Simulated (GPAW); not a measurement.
# TaN: changing the functional

```cif
data_structure
_symmetry_space_group_name_H-M 'P 1'
_symmetry_Int_Tables_number 1
_cell_length_a 5.1960
_cell_length_b 5.1960
_cell_length_c 2.9110
_cell_angle_alpha 90.000
_cell_angle_beta 90.000
_cell_angle_gamma 120.000
_cell_volume 68.06
loop_
_atom_site_label
_atom_site_type_symbol
_atom_site_fract_x
_atom_site_fract_y
_atom_site_fract_z
_atom_site_occupancy
Ta1 Ta 0.00000 0.00000 0.00000 1
Ta2 Ta 0.66667 0.33333 0.50000 1
Ta3 Ta 0.33333 0.66667 0.50000 1
N1 N 0.00000 0.39285 0.00000 1
N2 N 0.60715 0.60715 0.00000 1
N3 N 0.39285 0.00000 0.00000 1
```

Kept alike: task band structure; k mesh 4 × 4 × 6; occupations fermi-dirac, width 0.05 eV; no spin polarisation. Program: GPAW, potentials by row: the program's PAW data sets (release 1.2.1) made for this functional (LDA); PAW data sets generated for this functional (PBEsol); GPAW PAW data sets (gpaw-data 1.2.1) (r2SCAN on files made for PBE), cutoff 800 eV. The mesh is that of the run's cell of 6 atoms. No spin-orbit coupling.

| run | pressure (GPa) |
| --- | --- |
| A | -11.59 |
| B | 0.24 |
| C | -3.80 |

Pressure is positive in compression; the values hold the error of the finite cutoff, so their zero can differ a little from the energy's minimum. For a metal such a mesh leaves the last digits unconverged.

Problem. The runs differ in the functional (and the potentials named above) alone: LDA; PBEsol; r2SCAN. Which run is which?

Solution. Run A is LDA; run B is r2SCAN; run C is PBEsol. The pressure runs from -11.59 (LDA) to 0.24 GPa (r2SCAN).
